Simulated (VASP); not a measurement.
# Pb (Im-3m) in VASP: further runs

One crystal, Pb, is run at these levels: PBE; tasks: single point.

Program: VASP 6.6.1. These are calculated values, not measurements. Logs are shortened: lines on timing, memory, paths and dates and some standing lists are left out, and cuts for length are marked.

## 1. The crystal as given

Symmetry: Im-3m, No. 229, cubic system. The conventional cell has a = 3.996 Å, b = 3.996 Å, c = 3.996 Å, α = 90.00°, β = 90.00°, γ = 90.00°. Around Pb (site symmetry m-3m) lie 8 Pb at 3.46 Å.

The cell was built by a generator and needn't be a form met in nature.

## 2. Single point, PBE

Input file INCAR:

```
SYSTEM = Pb
  ALGO = Normal
  EDIFF = 1E-6
  ENCUT = 520
  GGA = PE
  ISIF = 2
  ISMEAR = 0
  LASPH = .TRUE.
  LCHARG = .FALSE.
  LREAL = .FALSE.
  LWAVE = .FALSE.
  NBANDS = 13
  NELM = 80
  PREC = Accurate
  SIGMA = 0.05
```

Input file KPOINTS:

```
k-points
0
G
  16 16 16
  0 0 0
```

Input file POSCAR:

```
Pb
1.0
   -1.9982210768      1.9982210768      1.9982210768
    1.9982210768     -1.9982210768      1.9982210768
    1.9982210768      1.9982210768     -1.9982210768
Pb
1
Direct
    0.0000000000      0.0000000000      0.0000000000
```

Potentials or basis: VASP PAW PBE potentials, release 64 (Pb_d).

Command:

```
> cat potpaw_PBE.64/Pb_d/POTCAR > POTCAR
> mpirun -np 1 vasp_std > vasp.out
```

OUTCAR:

```text
SYSTEM = Pb
   EDIFF = 1E-6
   ENCUT = 520
   GGA = PE
   ISIF = 2
   ISMEAR = 0
   LASPH = .TRUE.
   LREAL = .FALSE.
   NELM = 80
   PREC = Accurate

 ion  position               nearest neighbor table
   1  0.000  0.000  0.000-

  LATTYP: Found a body centered cubic cell.
 ALAT       =     3.9964421536

  Lattice vectors:

 A1 = (  -1.9982210768,   1.9982210768,   1.9982210768)
 A2 = (   1.9982210768,  -1.9982210768,   1.9982210768)
 A3 = (   1.9982210768,   1.9982210768,  -1.9982210768)

Analysis of symmetry for initial positions (statically):
=====================================================================
 Subroutine PRICEL returns:
 Original cell was already a primitive cell.

 Routine SETGRP: Setting up the symmetry group for a
 body centered cubic supercell.

 Subroutine GETGRP returns: Found 48 space group operations
 (whereof 48 operations were pure point group operations)
 out of a pool of 48 trial point group operations.

The static configuration has the point symmetry O_h .

Analysis of symmetry for dynamics (positions and initial velocities):
=====================================================================
 Subroutine PRICEL returns:
 Original cell was already a primitive cell.

 Routine SETGRP: Setting up the symmetry group for a
 body centered cubic supercell.

 Subroutine GETGRP returns: Found 48 space group operations
 (whereof 48 operations were pure point group operations)
 out of a pool of 48 trial point group operations.

The dynamic configuration has the point symmetry O_h .

 Subroutine INISYM returns: Found 48 space group operations
 (whereof 48 operations are pure point group operations),
 and found     1 'primitive' translations

----------------------------------------------------------------------------------------

                                     Primitive cell

  volume of cell :      31.9147

  direct lattice vectors                    reciprocal lattice vectors
    -1.998221077  1.998221077  1.998221077     0.000000000  0.250222563  0.250222563
     1.998221077 -1.998221077  1.998221077     0.250222563  0.000000000  0.250222563
     1.998221077  1.998221077 -1.998221077     0.250222563  0.250222563  0.000000000

  length of vectors
     3.461020430  3.461020430  3.461020430     0.353868143  0.353868143  0.353868143

  position of ions in fractional coordinates (direct lattice)
     0.000000000  0.000000000  0.000000000

  ion indices of the primitive-cell ions
   primitive index   ion index
                 1           1

----------------------------------------------------------------------------------------

 KPOINTS: k-points

Automatic generation of k-mesh.
 Grid dimensions read from file:
 generate k-points for:   16   16   16

 Generating k-lattice:

  Cartesian coordinates                     Fractional coordinates (reciprocal lattice)
     0.000000000  0.015638910  0.015638910     0.062500000  0.000000000  0.000000000
     0.015638910  0.000000000  0.015638910     0.000000000  0.062500000  0.000000000
     0.015638910  0.015638910  0.000000000     0.000000000  0.000000000  0.062500000

  Length of vectors
     0.022116759  0.022116759  0.022116759

  Shift w.r.t. Gamma in fractional coordinates (k-lattice)
     0.000000000  0.000000000  0.000000000

 Subroutine IBZKPT returns following result:
 ===========================================

 Found    145 irreducible k-points:

 Following reciprocal coordinates:
            Coordinates               Weight
  0.000000  0.000000  0.000000      1.000000
  0.062500  0.000000  0.000000     12.000000
  0.125000  0.000000  0.000000     12.000000
  0.187500  0.000000  0.000000     12.000000
  0.250000  0.000000  0.000000     12.000000
  0.312500  0.000000  0.000000     12.000000
[... 16 lines left out ...]
  0.187500  0.187500  0.000000     24.000000
  0.250000  0.187500 -0.000000     48.000000
 [... further k-points ...]
   k-points           NKPTS =    145   k-points in BZ     NKDIM =    145   number of bands    NBANDS=     13
   number of dos      NEDOS =    301   number of ions     NIONS =      1
   total plane-waves  NPLWV =  21952
   dimension x,y,z NGX =    28 NGY =   28 NGZ =   28
   dimension x,y,z NGXF=    56 NGYF=   56 NGZF=   56
   ions per type =               1
   NGX,Y,Z   is equivalent  to a cutoff of  13.45, 13.45, 13.45 a.u.
   NGXF,Y,Z  is equivalent  to a cutoff of  26.90, 26.90, 26.90 a.u.
 SYSTEM =  Pb
   PREC   = accura    normal or accurate (medium, high low for compatibility)
   ISTART =      0    job   : 0-new  1-cont  2-samecut
   ICHARG =      2    charge: 1-file 2-atom 10-const
   ISPIN  =      1    spin polarized calculation?
   LNONCOLLINEAR =      F non collinear calculations
   LSORBIT =      F    spin-orbit coupling
   LASPH  =      T    aspherical Exc in radial PAW
   ENCUT  =  520.0 eV  38.22 Ry    6.18 a.u.   6.44  6.44  6.44*2*pi/ulx,y,z
   NELM   =     80;   NELMIN=  2; NELMDL= -5     # of ELM steps
   EDIFF  = 0.1E-05   stopping-criterion for ELM
   LREAL  =      F    real-space projection
   EDIFFG = 0.1E-04   stopping-criterion for IOM
   NSW    =      0    number of steps for IOM
   IBRION =     -1    ionic relax: 0-MD 1-quasi-New 2-CG
   NFREE  =      0    steps in history (QN), initial steepest desc. (CG)
   ISIF   =      2    stress and relaxation
   ISYM   =      2    0-nonsym 1-usesym 2-fastsym
   POTIM  = 0.5000    time-step for ionic-motion
   TEBEG  =    0.0;   TEEND  =   0.0 temperature during run
   PSTRESS=    0.0 pullay stress
   NELECT =      14.0000    total number of electrons
   NUPDOWN=      -1.0000    fix difference up-down
   EMIN   =  10.00;   EMAX   =-10.00  energy-range for DOS
   EFERMI =   0.00;   METHOD = LEGACY
   ISMEAR =     0;   SIGMA  =   0.05  broadening in eV -4-tet -1-fermi 0-gaus
   EFERMI_NEDOS =   21; number of points for ismear=-14 and -15
   IALGO  =     38    algorithm
   IMIX   =      4    mixing-type and parameters
     AMIX     =   0.40;   BMIX     =  1.00
     AMIX_MAG =   1.60;   BMIX_MAG =  1.00
  volume/ion in A,a.u.               =      31.91       215.37
  Fermi-wavevector in a.u.,A,eV,Ry     =   1.243905  2.350640 21.052299  1.547300
  Thomas-Fermi vector in A             =   2.378195
   LORBIT       =      0    0 simple, 1 ext, 2 COOP (PROOUT), +10 PAW based schemes
   GGA     = PE    functional components
   LHFCALC =     F    Hartree Fock is set to
   AEXX    =    0.0000 exact exchange contribution
   IVDW    =     0    specifies the selected vdW correction
   LEPSILON=     F    determine dielectric tensor
   LRPA    =     F    only Hartree local field effects (RPA)
 non-spin polarized calculation
 Gauss-broadening in eV      SIGMA  =   0.05
  energy-cutoff  :      520.00
  volume of cell :       31.91
 maximum number of plane-waves:       893
 NGX is ok and might be reduce to    28
   NGX = 13   NGY = 13   NGZ = 13

 number of electron      13.9999997 magnetization

 Free energy of the ion-electron system (eV)
  ---------------------------------------------------
  ext. energy  EPLUGINS =         0.00000000
  ---------------------------------------------------
  free energy    TOTEN  =        -3.52254748 eV

  energy without entropy =       -3.52209419  energy(sigma->0) =       -3.52232084

 E-fermi :   6.7811     XC(G=0):  -9.9448

 val. band max:        6.7745560838   @ k =   0.5000   0.5000   0.3750
 cond. band min:       6.8342514218   @ k =  -0.3125   0.5000   0.0625
 fundamental gap:      0.0596953381
 Fermi energy:         6.7810659518

 k-point     1 :       0.0000    0.0000    0.0000
  band No.  band energies     occupation
      1     -10.3687      2.00000
      2     -10.3687      2.00000
      3     -10.3687      2.00000
      4     -10.1613      2.00000
      5     -10.1613      2.00000
      6      -4.6992      2.00000
      7      13.9204      0.00000
      8      13.9204      0.00000
      9      13.9204      0.00000
     10      17.7543      0.00000
     11      17.7543      0.00000
     12      17.7543      0.00000
     13      17.8239      0.00000

 k-point     2 :       0.0625    0.0000    0.0000
  band No.  band energies     occupation
      1     -10.3714      2.00000
      2     -10.3651      2.00000
      3     -10.3565      2.00000
      4     -10.1644      2.00000
      5     -10.1616      2.00000
      6      -4.6239      2.00000
      7      13.0745      0.00000
      8      13.6623      0.00000
      9      13.8264      0.00000
     10      17.1369      0.00000
     11      17.5051      0.00000
     12      17.6536      0.00000
     13      18.4148      0.00000

 k-point     3 :       0.1250    0.0000    0.0000
  band No.  band energies     occupation
      1     -10.3793      2.00000
      2     -10.3558      2.00000
      3     -10.3215      2.00000
      4     -10.1726      2.00000
      5     -10.1623      2.00000
      6      -4.3981      2.00000
      7      11.3815      0.00000
      8      13.0359      0.00000
      9      13.5529      0.00000
     10      16.2585      0.00000
     11      17.0290      0.00000
     12      17.5755      0.00000
     13      19.2551      0.00000
[... 305 lines left out ...]
 k-point    23 :       0.1875    0.1875    0.0000
  band No.  band energies     occupation
      1     -10.3942      2.00000
      2     -10.3309      2.00000
      3     -10.1978      2.00000
      4     -10.1785      2.00000
      5     -10.1444      2.00000
      6      -2.7233      2.00000
      7       6.4685      2.00000
      8       9.0037      0.00000
      9      11.6265      0.00000
     10      16.1310      0.00000
     11      16.7574      0.00000
     12      19.2651      0.00000
     13      20.6604      0.00000

 k-point    24 :       0.2500    0.1875   -0.0000
  band No.  band energies     occupation
      1     -10.3996      2.00000
      2     -10.3199      2.00000
      3     -10.1940      2.00000
      4     -10.1818      2.00000
      5     -10.1142      2.00000
      6      -2.0678      2.00000
      7       5.3484      2.00000
      8       8.0973      0.00000
      9      11.2577      0.00000
     10      15.9890      0.00000
     11      17.2004      0.00000
     12      19.4583      0.00000
     13      21.7116      0.00000

 [... further k-points ...]

------------------------ aborting loop because EDIFF is reached ----------------------------------------

  FORCE on cell =-STRESS in cart. coord.  units (eV):
  Direction    XX          YY          ZZ          XY          YZ          ZX
  --------------------------------------------------------------------------------------
  -------------------------------------------------------------------------------------
  Total       -0.0063234     -0.0063234     -0.0063234     -0.0000000     -0.0000000     -0.0000000
  in kB       -0.3174464     -0.3174464     -0.3174464     -0.0000000     -0.0000000     -0.0000000
  external PRESSURE =      -0.3174464 kB  Pullay stress =       0.0000000 kB

 VOLUME and BASIS-vectors are now :
 -----------------------------------------------------------------------------
  energy-cutoff  :      520.00
  volume of cell :       31.91
      direct lattice vectors                 reciprocal lattice vectors
    -1.998221077  1.998221077  1.998221077     0.000000000  0.250222563  0.250222563
     1.998221077 -1.998221077  1.998221077     0.250222563  0.000000000  0.250222563
     1.998221077  1.998221077 -1.998221077     0.250222563  0.250222563  0.000000000

 POSITION                                       TOTAL-FORCE (eV/Angst)
 -----------------------------------------------------------------------------------
      0.00000      0.00000      0.00000         0.000000      0.000000      0.000000
 -----------------------------------------------------------------------------------
    total drift:                               -0.000000     -0.000000     -0.000000

  FREE ENERGIE OF THE ION-ELECTRON SYSTEM (eV)
  ---------------------------------------------------
  free  energy   TOTEN  =        -3.5225474843 eV

  energy  without entropy=       -3.5220941864  energy(sigma->0) =       -3.52232084
```

Run time: 18 s. Hardware: 1 thread of Intel Xeon 6975P-C (Granite Rapids), shared host; peak memory 0.2 GiB.

What came out:

```yaml
Free_energy: -3.5225 eV
Pressure: 0.0 GPa
Band_gap_on_the_k_mesh: none (metal or under the smearing width)
```

Levels at points of the mesh, in eV from the Fermi level:
```csv
k point,band 5,band 6,band 7,band 8,band 9,band 10
"(0.00, 0.00, 0.00)",-16.94,-11.48,7.14,7.14,7.14,10.97
"(0.50, 0.00, 0.00)",-16.82,-7.92,-3.87,3.25,4.93,7.22
"(0.50, 0.50, 0.50)",-16.85,-5.43,-0.38,-0.38,-0.38,4.47
```

## 3. Single point, PBE

This run uses another cell than the first one, of 30.32 Å³/atom, 0.950 times its volume.

Input file INCAR:

```
  ALGO = Fast
  EDIFF = 1E-7
  ENCUT = 520
  GGA = PE
  ISIF = 2
  ISMEAR = 0
  LASPH = T
  LCHARG = F
  LREAL = F
  LWAVE = F
  NBANDS = 13
  NELM = 80
  PREC = Accurate
  SIGMA = 0.05
```

Input file KPOINTS:

```
k-points
0
Gamma
  16 16 16
```

Input file POSCAR:

```
Pb
1.0
   -1.9644078570      1.9644078570      1.9644078570
    1.9644078570     -1.9644078570      1.9644078570
    1.9644078570      1.9644078570     -1.9644078570
Pb
1
Direct
    0.0000000000      0.0000000000      0.0000000000
```

Potentials or basis: VASP PAW PBE potentials, release 64 (Pb_d).

Command:

```
> cat potpaw_PBE.64/Pb_d/POTCAR > POTCAR
> mpirun -np 1 vasp_std > vasp.out
```

It took 27 s on 1 thread of Intel Xeon 6975P-C (Granite Rapids), shared host; peak memory 0.19 GiB.

The run converged. Its results:

| Item | Value |
| --- | --- |
| Free energy | -3.5116 eV |
| Pressure | 2.2 GPa |
| Band gap on the k mesh | none (metal or under the smearing width) |

Levels at points of the mesh, in eV from the Fermi level:
```tsv
k point	band 4	band 5	band 6	band 7	band 8	band 9	band 10	band 11
(0.00, 0.00, 0.00)	-16.96	-16.96	-11.82	7.58	7.58	7.58	11.05	11.05
(0.50, 0.00, 0.00)	-16.97	-16.81	-7.95	-4.12	3.40	5.09	7.51	8.89
(0.50, 0.50, 0.50)	-16.85	-16.85	-5.22	-0.44	-0.44	-0.44	4.51	4.51
```

The run has no spin-orbit coupling, so splittings on Pb are missing.

## 4. Single point, PBE

Input file INCAR:

```
PREC = Accurate
ENCUT = 520
EDIFF = 1E-7
ISMEAR = 0
SIGMA = 0.05
LREAL = F
LASPH = T
NELM = 80
ALGO = Normal
ISIF = 2
LWAVE = F
LCHARG = T
GGA = PE
LELF = T
LVHAR = T
NBANDS = 13
```

Input file KPOINTS:

```
Automatic mesh
0
Gamma
  16 16 16
```

Input file POSCAR:

```
Pb
1.0
   -1.9982210768      1.9982210768      1.9982210768
    1.9982210768     -1.9982210768      1.9982210768
    1.9982210768      1.9982210768     -1.9982210768
Pb
1
Direct
    0.0000000000      0.0000000000      0.0000000000
```

Command:

```
> cat potpaw_PBE.64/Pb_d/POTCAR > POTCAR
> mpirun -np 1 vasp_std > vasp.out
```

Run time: 20 s. Hardware: 1 thread of Intel Xeon 6975P-C (Granite Rapids), shared host; peak memory 0.19 GiB.

Results (log left out):

| Quantity | Value |
| --- | --- |
| Free energy | -3.5225 eV |
| Pressure | 0.0 GPa |
| Band gap on the k mesh | none (metal or under the smearing width) |

Levels at points of the mesh, in eV from the Fermi level:
```csv
k point,band 3,band 4,band 5,band 6,band 7,band 8,band 9,band 10,band 11,band 12
"(0.00, 0.00, 0.00)",-17.15,-16.94,-16.94,-11.48,7.14,7.14,7.14,10.97,10.97,10.97
"(0.50, 0.00, 0.00)",-16.96,-16.95,-16.82,-7.92,-3.87,3.25,4.93,7.22,8.67,13.50
"(0.50, 0.50, 0.50)",-16.85,-16.85,-16.85,-5.43,-0.38,-0.38,-0.38,4.47,4.47,16.21
```

The run has no spin-orbit coupling, so splittings on Pb are missing.
